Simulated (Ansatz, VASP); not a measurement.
# TaSi in VASP and in Ansatz

```xyz
2
Lattice="0.0000 2.5800 2.5800 2.5800 0.0000 2.5800 2.5800 2.5800 0.0000" Properties=species:S:1:pos:R:3 pbc="T T T"
Ta    0.0000    0.0000    0.0000
Si    2.5800    2.5800    2.5800
```

Alike in both runs: functional PBE; k mesh 13 × 13 × 13; occupations fermi-dirac, width 0.05 eV; no spin polarisation.

Ansatz relaxed the structure, and its values are those at the end. VASP's run is a single point on that final structure, the one shown.

|  | VASP | Ansatz |
| --- | --- | --- |
| version | VASP 6.6.1 | Ansatz 0.2.0 |
| potentials or method | VASP PAW PBE potentials, release 64 (Ta_pv, Si) | PAW with Ansatz's default frozen-core files, scalar-relativistic |
| plane-wave cutoff (eV) | 520 | 420 |
| valence electrons in the cell | 15 | 17 |

|  | VASP | Ansatz | Ansatz less VASP |
| --- | --- | --- | --- |
| pressure (GPa) | -0.8 | -1.0 | -0.10 |

With one functional, cell and mesh, what is left measures potentials, basis and numerics. The two sets of potentials don't hold the same shells in valence.

The runs have no spin-orbit coupling, so splittings on Ta are missing.
